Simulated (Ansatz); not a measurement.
The system is As.

```
CELL_PARAMETERS angstrom
2.70368 0.00000 0.00000
0.00000 2.70368 0.00000
0.00000 0.00000 2.70368
ATOMIC_POSITIONS crystal
As 0.50000 0.50000 0.50000
```

This isn't the form of As at room conditions, which is rhombohedral.

Base run:

```yaml
Program: Ansatz 0.2.0
Functional: PBEsol
Potentials_or_basis: all-electron LAPW, non-relativistic
Cutoff: 236 eV
Density_cutoff: 944 eV
Basis_error_allowed: 0.001 eV/atom
k_mesh: 10 × 10 × 10
Occupations: fermi-dirac, width 0.05 eV
Spin: no spin polarisation
```

Its results: pressure -1.6 GPa.

Q: After a change of settings the same cell gave: pressure -3.2 GPa. Which change was it?
A. functional from PBEsol to LDA; potentials or basis from all-electron LAPW, non-relativistic to all-electron LAPW, scalar-relativistic
B. potentials or basis from all-electron LAPW, non-relativistic to all-electron LAPW, scalar-relativistic
C. potentials or basis from all-electron LAPW, non-relativistic to all-electron LAPW, scalar-relativistic; occupations from fermi-dirac, width 0.05 eV to gaussian, width 0.02 eV
D. potentials or basis from all-electron LAPW, non-relativistic to all-electron PAW datasets made for the crystal; k mesh from 10 × 10 × 10 to 8 × 8 × 8

A: A.

Caveats: relativity is left out, which matters for the heavier elements (some runs).

Not every run made on this cell is shown here.
